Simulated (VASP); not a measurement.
Runs of VASP 6.6.1 on PbI2. It takes space group P-3m1 (No. 164, trigonal). The conventional cell has a = 4.538 Å, b = 4.538 Å, c = 7.070 Å, α = 90.00°, β = 90.00°, γ = 120.00°. Pb (site symmetry -3m) has 6 I at 3.22 Å as nearest neighbours. I (site symmetry 3m) is surrounded by 3 Pb at 3.22 Å. 

```csv
task,level,potentials or basis,spin,cell,k mesh,cutoff (eV),monkhorst-Pack mesh,gap on the mesh (eV),pressure (GPa),largest force (eV/Å)
band structure,TB-mBJ,"VASP PAW PBE potentials, release 64 (Pb_d, I)",off,"P-3m1, 42.03 Å³/atom",9 × 9 × 4,520,-,(a),-,-
band structure,PBE,"VASP PAW PBE potentials, release 64 (Pb_d, I)","SOC, no magnetisation","P-3m1, 42.03 Å³/atom",6 × 6 × 3,520,-,-,(b),0.19
dielectric tensor,PBE,"VASP PAW PBE potentials, release 64 (Pb_d, I)",off,"P-3m1, 42.03 Å³/atom",12 × 12 × 7,520,no,2.29,-,-
relaxation of cell and atoms,PBEsol,"VASP PAW PBE potentials, release 64 (Pb_d, I)",off,relaxed,9 × 9 × 4,600,-,2.15,0.0,-
optical spectrum,PBE,"VASP PAW PBE potentials, release 64 (Pb_d, I)",off,"P-3m1, 42.03 Å³/atom",9 × 9 × 4,520,-,2.25,1.7,0.16
band structure,PBE,"VASP PAW PBE potentials, release 64 (Pb_d, I)",off,"P-3m1, 42.03 Å³/atom",9 × 9 × 4,520,-,2.25,1.7,0.16
band structure,LDA,"VASP PAW LDA potentials, release 64 (Pb_d, I)",off,"P-3m1, 42.03 Å³/atom",9 × 9 × 4,520,-,2.06,(c),0.08
```

Alike in all rows: smearing gaussian 0.03 eV.

Question: Fill in the values left out.

Answer: (a) 3.01; (b) 1.8; (c) -1.1.

Caveats: spin-orbit coupling is left out, which as a rule narrows the gap of such compounds by several tenths of an eV (some runs); this functional lacks dispersion, which binds the layers, so the pressure and a relaxed spacing across them are unreliable (some runs); an odd mesh through Γ misses points on the zone boundary, where band edges often lie (some runs); the PAW data sets were made with another functional, which shifts forces and pressure a little (some runs); spectra need much finer meshes, so this one isn't converged (some runs); independent-particle spectra lack excitons (some runs).

A k mesh can miss the band edges, and rows without SOC leave out spin-orbit coupling on I, Pb.
